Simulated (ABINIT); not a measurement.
Crystal: RbBr.

```
Rb Br
1.0
     0.00000    3.42700    3.42700
     3.42700    0.00000    3.42700
     3.42700    3.42700    0.00000
Rb Br
1 1
Direct
  0.00000 0.00000 0.00000
  0.50000 0.50000 0.50000
```

- Program: ABINIT 10.8.3 (patched build)
- Task: single point
- Functional: PBE
- Potentials or basis: JTH PAW PBE v2.0
- Cutoff: 435 eV
- k mesh: 7 × 7 × 7
- Occupations: fermi-dirac, width 0.05 eV
- Spin: no spin polarisation

On this cell: pressure 1.1 GPa; largest force zero by symmetry; band gap on the k mesh 4.35 eV, direct.

The same run follows on a disturbed copy (atoms moved at random, drawn with an rms of 0.05 Å):

```xyz
2
Lattice="0.0000 3.4270 3.4270 3.4270 0.0000 3.4270 3.4270 3.4270 0.0000" Properties=species:S:1:pos:R:3 pbc="T T T"
Rb    0.0086   -0.0037   -0.0097
Br    3.4051    3.3998    3.4428
```

Question: What changes?

Answer: The energy moves by +0.7 meV/atom; pressure 1.1 GPa; largest force 0.060 eV/Å; band gap on the k mesh 4.35 eV, direct.

Forces on the atoms (eV/Å):
```
Rb  -0.039 -0.031  0.033
Br   0.039  0.031 -0.033
```

Caveats: an odd mesh through Γ misses points on the zone boundary, where band edges often lie.
